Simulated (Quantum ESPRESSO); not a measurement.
# MoS2 in Quantum ESPRESSO: notebook

Runs on MoS2. Level: PBEsol. Tasks: single point, equation of state, band structure.

All numbers are computed with Quantum ESPRESSO 7.5; they aren't measurements. Logs are shortened: lines on timing, memory, paths and dates and some standing lists are left out, and cuts for length are marked.

### 1 The slab as given

The cell holds a slab with vacuum, 6 atoms: a = 3.185 Å, b = 3.185 Å, c = 21.671 Å, α = 90.00°, β = 90.00°, γ = 120.00°.

### 2 Single point, PBEsol, 29.82 Å³/atom

The input, pw.in:

```
&CONTROL
  calculation = 'scf'
  prefix = 'pwscf'
  outdir = './tmp'
  pseudo_dir = './pseudo'
  tstress = .true.
  disk_io = 'nowf'
/
&SYSTEM
  ibrav = 0
  nat = 6
  ntyp = 2
  ecutwfc = 45
  ecutrho = 360
  nbnd = 36
  occupations = 'smearing'
  smearing = 'fd'
  degauss = 0.00367493
/
&ELECTRONS
  conv_thr = 1.2d-09
  electron_maxstep = 120
  mixing_beta = 0.5
/
ATOMIC_SPECIES
Mo    95.9500 mo_pbesol_v1.uspp.F.UPF
S     32.0600 s_pbesol_v1.4.uspp.F.UPF
CELL_PARAMETERS angstrom
   3.1195325729    0.0000000000    0.0000000000
  -1.5597662865    2.7015944561    0.0000000000
   0.0000000000    0.0000000000   21.2281547802
ATOMIC_POSITIONS crystal
Mo     0.3333333333    0.6666666667    0.8511602300
Mo     0.6666666667    0.3333333333    0.1488397700
S      0.6666666667    0.3333333333    0.7796253900
S      0.3333333333    0.6666666667    0.0772510000
S      0.6666666667    0.3333333333    0.9227490000
S      0.3333333333    0.6666666667    0.2203746100
K_POINTS automatic
10 10 2 0 0 0
```

Potentials or basis: GBRV 1.5 PBEsol.

The run is started by

```
$ OMP_NUM_THREADS=1 mpirun -n 2 pw.x -nk 2 -in pw.in > pw.out
```

pw.out:

```text
This program is part of the open-source Quantum ESPRESSO suite
     for quantum simulation of materials; please cite
[... 13 lines left out ...]
     --------------------
     sticks:   dense  smooth     PW     G-vecs:    dense   smooth      PW
     Sum         859     433    121               139209    49359    8051

     Using Slab Decomposition

     bravais-lattice index     =            0
     lattice parameter (alat)  =       5.8951  a.u.
     unit-cell volume          =    1207.3092 (a.u.)^3
     number of atoms/cell      =            6
     number of atomic types    =            2
     number of electrons       =        52.00
     number of Kohn-Sham states=           36
     kinetic-energy cutoff     =      45.0000  Ry
     charge density cutoff     =     360.0000  Ry
     scf convergence threshold =      1.2E-09
     mixing beta               =       0.5000
     number of iterations used =            8  plain     mixing
     Exchange-correlation= SLA  PW   PSX  PSC
                           (   1   4  10   8   0   0   0)

     celldm(1)=   5.895062  celldm(2)=   0.000000  celldm(3)=   0.000000
     celldm(4)=   0.000000  celldm(5)=   0.000000  celldm(6)=   0.000000

     crystal axes: (cart. coord. in units of alat)
               a(1) = (   1.000000   0.000000   0.000000 )
               a(2) = (  -0.500000   0.866025   0.000000 )
               a(3) = (   0.000000   0.000000   6.804915 )

     reciprocal axes: (cart. coord. in units 2 pi/alat)
               b(1) = (  1.000000  0.577350 -0.000000 )
               b(2) = (  0.000000  1.154701  0.000000 )
               b(3) = (  0.000000 -0.000000  0.146953 )

     PseudoPot. # 1 for Mo read from file:
     mo_pbesol_v1.uspp.F.UPF
     Pseudo is Ultrasoft + core correction, Zval = 14.0
     Generated by new atomic code, or converted to UPF format
     Using radial grid of  889 points,  6 beta functions with:
                l(1) =   0
                l(2) =   0
                l(3) =   1
                l(4) =   1
                l(5) =   2
                l(6) =   2
     Q(r) pseudized with  6 coefficients,  rinner =    1.000   1.000   1.000
                                                       1.000   1.000

     PseudoPot. # 2 for S  read from file:
     s_pbesol_v1.4.uspp.F.UPF
     Pseudo is Ultrasoft + core correction, Zval =  6.0
     Generated by new atomic code, or converted to UPF format
     Using radial grid of  907 points,  6 beta functions with:
                l(1) =   0
                l(2) =   0
                l(3) =   1
                l(4) =   1
                l(5) =   2
                l(6) =   2
     Q(r) pseudized with  8 coefficients,  rinner =    1.300   1.300   1.300
                                                       1.300   1.300

     atomic species   valence    mass     pseudopotential
     Mo               14.00    95.95000     Mo( 1.00)
     S                 6.00    32.06000     S ( 1.00)

     12 Sym. Ops., with inversion, found

   Cartesian axes

     site n.     atom                  positions (alat units)
         1        Mo     tau(   1) = (  -0.0000000   0.5773503   5.7920732  )
         2        Mo     tau(   2) = (   0.5000000   0.2886751   1.0128420  )
         3        S      tau(   3) = (   0.5000000   0.2886751   5.3052847  )
         4        S      tau(   4) = (  -0.0000000   0.5773503   0.5256865  )
         5        S      tau(   5) = (   0.5000000   0.2886751   6.2792287  )
         6        S      tau(   6) = (  -0.0000000   0.5773503   1.4996305  )

     number of k points=    28  Fermi-Dirac smearing, width (Ry)=  0.0037
                       cart. coord. in units 2pi/alat
        k(    1) = (   0.0000000   0.0000000   0.0000000), wk =   0.0100000
        k(    2) = (   0.0000000   0.0000000  -0.0734763), wk =   0.0100000
        k(    3) = (   0.0000000   0.1154701   0.0000000), wk =   0.0600000
        k(    4) = (   0.0000000   0.1154701  -0.0734763), wk =   0.0600000
        k(    5) = (   0.0000000   0.2309401   0.0000000), wk =   0.0600000
        k(    6) = (   0.0000000   0.2309401  -0.0734763), wk =   0.0600000
[... 20 lines left out ...]
        k(   27) = (   0.3000000   0.5196152   0.0000000), wk =   0.0600000
        k(   28) = (   0.3000000   0.5196152  -0.0734763), wk =   0.0600000

     Dense  grid:   139209 G-vectors     FFT dimensions: (  36,  36, 243)

     Smooth grid:    49359 G-vectors     FFT dimensions: (  25,  25, 180)

     Initial potential from superposition of free atoms

     starting charge      51.9979, renormalised to      52.0000

     negative rho (up, down):  6.471E-04 0.000E+00
     Starting wfcs are   42 randomized atomic wfcs

     Self-consistent Calculation

     iteration #  1     ecut=    45.00 Ry     beta= 0.50
     Davidson diagonalization with overlap
     ethr =  1.00E-02,  avg # of iterations =  4.8

     Threshold (ethr) on eigenvalues was too large:
     Diagonalizing with lowered threshold

     Davidson diagonalization with overlap
     ethr =  4.20E-04,  avg # of iterations =  2.2

     negative rho (up, down):  6.772E-04 0.000E+00

     total energy              =    -375.06609808 Ry
     estimated scf accuracy    <       0.26292824 Ry

     iteration #  2     ecut=    45.00 Ry     beta= 0.50
     Davidson diagonalization with overlap
     ethr =  5.06E-04,  avg # of iterations =  5.8

     negative rho (up, down):  6.412E-04 0.000E+00

     total energy              =    -375.07245692 Ry
     estimated scf accuracy    <       0.33850888 Ry

     iteration #  3     ecut=    45.00 Ry     beta= 0.50
     Davidson diagonalization with overlap
     ethr =  5.06E-04,  avg # of iterations =  2.0
[... 60 lines left out ...]
     iteration # 10     ecut=    45.00 Ry     beta= 0.50
     Davidson diagonalization with overlap
     ethr =  7.64E-11,  avg # of iterations =  4.4

     negative rho (up, down):  6.465E-04 0.000E+00

     total energy              =    -375.14303618 Ry
     estimated scf accuracy    <          3.1E-09 Ry

     iteration # 11     ecut=    45.00 Ry     beta= 0.50
     Davidson diagonalization with overlap
     ethr =  5.88E-12,  avg # of iterations =  4.2

     negative rho (up, down):  6.465E-04 0.000E+00

     End of self-consistent calculation

          k = 0.0000 0.0000 0.0000 (  6205 PWs)   bands (ev):

   -56.9906 -56.9906 -31.2246 -31.2246 -30.9410 -30.9410 -30.9410 -30.9410
   -10.7896 -10.7090  -9.2916  -9.1480  -2.4858  -2.1105   0.8335   0.8335
     0.8365   0.8365   1.4304   2.0675   2.0675   2.0792   2.0792   2.3278
     3.5312   4.1366   6.6578   6.6578   6.6645   6.6645   7.0240   7.0240
     7.0758   7.0758   8.9364   9.4800

          k = 0.0000 0.0000-0.0735 (  6170 PWs)   bands (ev):

   -56.9906 -56.9906 -31.2246 -31.2245 -30.9410 -30.9410 -30.9410 -30.9410
   -10.7896 -10.7090  -9.2916  -9.1480  -2.4858  -2.1105   0.8335   0.8335
     0.8365   0.8365   1.4304   2.0675   2.0675   2.0792   2.0792   2.3278
     3.5313   4.1366   6.6578   6.6578   6.6645   6.6645   7.0240   7.0240
     7.0758   7.0758   8.9385   9.4704

          k = 0.0000 0.1155 0.0000 (  6155 PWs)   bands (ev):
[... 49 lines left out ...]
   -56.9447 -56.9447 -31.3738 -31.3738 -31.1341 -31.1341 -31.0399 -31.0399
    -8.9345  -8.8848  -8.5939  -8.5433  -2.2869  -2.1808  -1.1992  -1.0853
    -0.5779  -0.3572   0.4049   0.4254   1.8316   1.9977   2.5368   2.5819
     2.7188   2.8234   6.0784   6.1108   6.3533   6.5745   7.4852   7.8460
     8.2705   8.4077  10.5147  10.7949

          k = 0.0000 0.4619-0.0735 (  6174 PWs)   bands (ev):

   -56.9447 -56.9447 -31.3738 -31.3737 -31.1342 -31.1341 -31.0399 -31.0399
    -8.9345  -8.8848  -8.5939  -8.5433  -2.2869  -2.1808  -1.1992  -1.0853
    -0.5779  -0.3572   0.4049   0.4254   1.8316   1.9977   2.5368   2.5819
     2.7188   2.8234   6.0784   6.1108   6.3533   6.5745   7.4853   7.8460
     8.2705   8.4077  10.5148  10.7963

          k = 0.0000-0.5774 0.0000 (  6156 PWs)   bands (ev):

   -56.9399 -56.9398 -31.4178 -31.4178 -31.1245 -31.1245 -31.0502 -31.0502
    -8.6689  -8.6359  -8.4983  -8.4723  -2.4913  -2.3911  -1.4177  -1.3301
    -0.7318  -0.5143   0.2805   0.3015   1.7807   1.8608   2.7032   2.7593
     3.0027   3.0376   6.1270   6.1426   6.6479   6.7555   7.6046   7.9603
     8.3447   8.4964   9.8581   9.9855

          k = 0.0000-0.5774-0.0735 (  6172 PWs)   bands (ev):

   -56.9399 -56.9399 -31.4178 -31.4178 -31.1245 -31.1245 -31.0502 -31.0502
    -8.6689  -8.6359  -8.4983  -8.4723  -2.4913  -2.3911  -1.4177  -1.3301
    -0.7318  -0.5143   0.2805   0.3014   1.7807   1.8608   2.7032   2.7593
     3.0027   3.0376   6.1270   6.1425   6.6479   6.7555   7.6046   7.9603
     8.3447   8.4964   9.8581   9.9856

          k = 0.1000 0.1732 0.0000 (  6161 PWs)   bands (ev):

   -56.9770 -56.9770 -31.1979 -31.1979 -31.0690 -31.0690 -30.9739 -30.9739
   -10.3153 -10.2368  -9.1092  -8.9856  -2.0235  -1.6675   0.0362   0.0459
     0.4309   0.7681   1.2259   1.2582   1.3065   1.3138   2.6257   2.9825
     3.3246   3.5623   6.0559   6.2756   6.3167   6.4929   6.5111   6.6118
     7.4487   7.5057   9.5630  10.1085

          k = 0.1000 0.1732-0.0735 (  6164 PWs)   bands (ev):

   -56.9770 -56.9770 -31.1979 -31.1979 -31.0690 -31.0690 -30.9739 -30.9739
   -10.3153 -10.2368  -9.1092  -8.9856  -2.0235  -1.6675   0.0362   0.0459
     0.4309   0.7681   1.2259   1.2582   1.3065   1.3138   2.6257   2.9824
     3.3246   3.5623   6.0560   6.2753   6.3168   6.4929   6.5111   6.6118
     7.4488   7.5056   9.5629  10.1078
[... 99 lines left out ...]
   -56.9344 -56.9344 -31.3215 -31.3215 -31.2131 -31.2131 -31.1139 -31.1139
    -8.4027  -8.3854  -8.3352  -8.3217  -2.0828  -2.0360  -1.4742  -1.4163
    -0.3761  -0.3554   0.0259   0.1182   0.5420   0.7005   1.6251   1.7504
     3.4848   3.5430   5.6019   5.6286   6.7250   7.1339   7.3676   7.4852
     8.8891   9.0559  10.7978  11.1677

          k = 0.3000 0.5196-0.0735 (  6098 PWs)   bands (ev):

   -56.9344 -56.9344 -31.3215 -31.3214 -31.2131 -31.2131 -31.1138 -31.1138
    -8.4026  -8.3854  -8.3352  -8.3217  -2.0828  -2.0360  -1.4742  -1.4163
    -0.3761  -0.3554   0.0259   0.1182   0.5420   0.7005   1.6251   1.7504
     3.4848   3.5430   5.6019   5.6286   6.7250   7.1339   7.3676   7.4852
     8.8892   9.0559  10.7980  11.1675

     the Fermi energy is     4.8077 ev

!    total energy              =    -375.14303618 Ry
     estimated scf accuracy    <          3.6E-10 Ry
     smearing contrib. (-TS)   =      -0.00000000 Ry
     internal energy E=F+TS    =    -375.14303617 Ry

     The total energy is F=E-TS. E is the sum of the following terms:
     one-electron contribution =   -1718.36301586 Ry
     hartree contribution      =     868.87120492 Ry
     xc contribution           =     -72.25949703 Ry
     ewald contribution        =     546.60827179 Ry

     convergence has been achieved in  11 iterations

     Computing stress (Cartesian axis) and pressure

     negative rho (up, down):  6.465E-04 0.000E+00
          total   stress  (Ry/bohr**3)                   (kbar)     P=       36.42
   0.00019819   0.00000000   0.00000000           29.16        0.00        0.00
   0.00000000   0.00019819   0.00000000            0.00       29.16        0.00
   0.00000000   0.00000000   0.00034638            0.00        0.00       50.95

=------------------------------------------------------------------------------=
   JOB DONE.
=------------------------------------------------------------------------------=
```

Wall time 85 s (2 MPI ranks of Intel Xeon Platinum 8259CL at 2.50GHz (Skylake/Cascade Lake), shared host); peak memory 0.74 GiB.

What came out:

```yaml
Free_energy: -5104.0810 eV
Band_gap_on_the_k_mesh: 1.47 eV, indirect (least direct gap 2.06 eV)
```

### 3 Single point, PBEsol, 30.45 Å³/atom

Changes to pw.in since step 2:

```diff
@@ -28,5 +28,5 @@
 CELL_PARAMETERS angstrom
-   3.1195325729    0.0000000000    0.0000000000
-  -1.5597662865    2.7015944561    0.0000000000
-   0.0000000000    0.0000000000   21.2281547802
+   3.1415018360    0.0000000000    0.0000000000
+  -1.5707509180    2.7206203960    0.0000000000
+   0.0000000000    0.0000000000   21.3776537535
 ATOMIC_POSITIONS crystal
```

Potentials or basis: GBRV 1.5 PBEsol.

The run is started by

```
$ OMP_NUM_THREADS=1 mpirun -n 2 pw.x -nk 2 -in pw.in > pw.out
```

It took 85 s on 2 MPI ranks of Intel Xeon Platinum 8259CL at 2.50GHz (Skylake/Cascade Lake), shared host; peak memory 0.76 GiB.

The run converged. Its results:

| Item | Value |
| --- | --- |
| Free energy | -5104.1442 eV |
| Band gap on the k mesh | 1.44 eV, indirect (least direct gap 2.00 eV) |

### 4 Single point, PBEsol, 31.09 Å³/atom

Changes to pw.in since step 3:

```diff
@@ -28,5 +28,5 @@
 CELL_PARAMETERS angstrom
-   3.1415018360    0.0000000000    0.0000000000
-  -1.5707509180    2.7206203960    0.0000000000
-   0.0000000000    0.0000000000   21.3776537535
+   3.1631680506    0.0000000000    0.0000000000
+  -1.5815840253    2.7393838882    0.0000000000
+   0.0000000000    0.0000000000   21.5250905073
 ATOMIC_POSITIONS crystal
```

The run is started by

```
$ OMP_NUM_THREADS=1 mpirun -n 2 pw.x -nk 2 -in pw.in > pw.out
```

It took 86 s on 2 MPI ranks of Intel Xeon Platinum 8259CL at 2.50GHz (Skylake/Cascade Lake), shared host; peak memory 0.78 GiB.

The run converged. Its results:

| Property | Result |
| --- | --- |
| Free energy | -5104.1602 eV |
| Band gap on the k mesh | 1.41 eV, indirect (least direct gap 1.95 eV) |

### 5 Single point, PBEsol, 31.72 Å³/atom

Changes to pw.in since step 4:

```diff
@@ -28,5 +28,5 @@
 CELL_PARAMETERS angstrom
-   3.1631680506    0.0000000000    0.0000000000
-  -1.5815840253    2.7393838882    0.0000000000
-   0.0000000000    0.0000000000   21.5250905073
+   3.1845414560    0.0000000000    0.0000000000
+  -1.5922707280    2.7578938003    0.0000000000
+   0.0000000000    0.0000000000   21.6705347200
 ATOMIC_POSITIONS crystal
```

The run is started by

```
$ OMP_NUM_THREADS=1 mpirun -n 2 pw.x -nk 2 -in pw.in > pw.out
```

Wall time 90 s (2 MPI ranks of Intel Xeon Platinum 8259CL at 2.50GHz (Skylake/Cascade Lake), shared host); peak memory 0.8 GiB.

It converged, with:

```yaml
Free_energy: -5104.1342 eV
Band_gap_on_the_k_mesh: 1.38 eV, indirect (least direct gap 1.89 eV)
```

### 6 Single point, PBEsol, 32.36 Å³/atom

Changes to pw.in since step 5:

```diff
@@ -28,5 +28,5 @@
 CELL_PARAMETERS angstrom
-   3.1845414560    0.0000000000    0.0000000000
-  -1.5922707280    2.7578938003    0.0000000000
-   0.0000000000    0.0000000000   21.6705347200
+   3.2056317491    0.0000000000    0.0000000000
+  -1.6028158746    2.7761585299    0.0000000000
+   0.0000000000    0.0000000000   21.8140523775
 ATOMIC_POSITIONS crystal
```

Potentials or basis: GBRV 1.5 PBEsol.

The run is started by

```
$ OMP_NUM_THREADS=1 mpirun -n 2 pw.x -nk 2 -in pw.in > pw.out
```

Wall time 92 s (2 MPI ranks of Intel Xeon Platinum 8259CL at 2.50GHz (Skylake/Cascade Lake), shared host); peak memory 0.8 GiB.

Results (log left out):

* Free energy: -5104.0704 eV
* Band gap on the k mesh: 1.35 eV, indirect (least direct gap 1.84 eV)

### 7 Single point, PBEsol, 32.99 Å³/atom

Changes to pw.in since step 6:

```diff
@@ -28,5 +28,5 @@
 CELL_PARAMETERS angstrom
-   3.2056317491    0.0000000000    0.0000000000
-  -1.6028158746    2.7761585299    0.0000000000
-   0.0000000000    0.0000000000   21.8140523775
+   3.2264481230    0.0000000000    0.0000000000
+  -1.6132240615    2.7941860385    0.0000000000
+   0.0000000000    0.0000000000   21.9557060374
 ATOMIC_POSITIONS crystal
```

The run is started by

```
$ OMP_NUM_THREADS=1 mpirun -n 2 pw.x -nk 2 -in pw.in > pw.out
```

Run time: 1.9 min. Hardware: 2 MPI ranks of Intel Xeon Platinum 8259CL at 2.50GHz (Skylake/Cascade Lake), shared host; peak memory 0.82 GiB.

The run converged. Its results:

```yaml
Free_energy: -5103.9727 eV
Band_gap_on_the_k_mesh: 1.32 eV, indirect (least direct gap 1.79 eV)
```

### 8 Single point, PBEsol, 33.62 Å³/atom

Changes to pw.in since step 7:

```diff
@@ -28,5 +28,5 @@
 CELL_PARAMETERS angstrom
-   3.2264481230    0.0000000000    0.0000000000
-  -1.6132240615    2.7941860385    0.0000000000
-   0.0000000000    0.0000000000   21.9557060374
+   3.2469993021    0.0000000000    0.0000000000
+  -1.6234996510    2.8119838817    0.0000000000
+   0.0000000000    0.0000000000   22.0955550693
 ATOMIC_POSITIONS crystal
```

The run is started by

```
$ OMP_NUM_THREADS=1 mpirun -n 2 pw.x -nk 2 -in pw.in > pw.out
```

It took 2 min on 2 MPI ranks of Intel Xeon Platinum 8259CL at 2.50GHz (Skylake/Cascade Lake), shared host; peak memory 0.84 GiB.

It converged, with:

```
Free energy            : -5103.8447 eV
Band gap on the k mesh : 1.29 eV, indirect (least direct gap 1.75 eV)
```

### 9 Equation of state, PBEsol

Potentials or basis: GBRV 1.5 PBEsol.

No new run: the results of the series are fitted here.

What came out:

```yaml
Equilibrium_volume: 31.00 Å³/atom
Bulk_modulus_at_fixed_shape_and_positions: 88 GPa
Pressure_derivative_of_the_bulk_modulus: 4.4
```

Energy against volume, from the lowest point:
```csv
volume (Å³/atom),energy (meV/atom)
29.817,13.20
30.452,2.67
31.086,0.00
31.721,4.34
32.355,14.98
32.990,31.26
33.624,52.60
```

Caveat: the cell was scaled at fixed shape and fractional positions, which overstates the stiffness of a crystal with free parameters, most of all of layers and chains.

(Continued in part 2 of 2.)
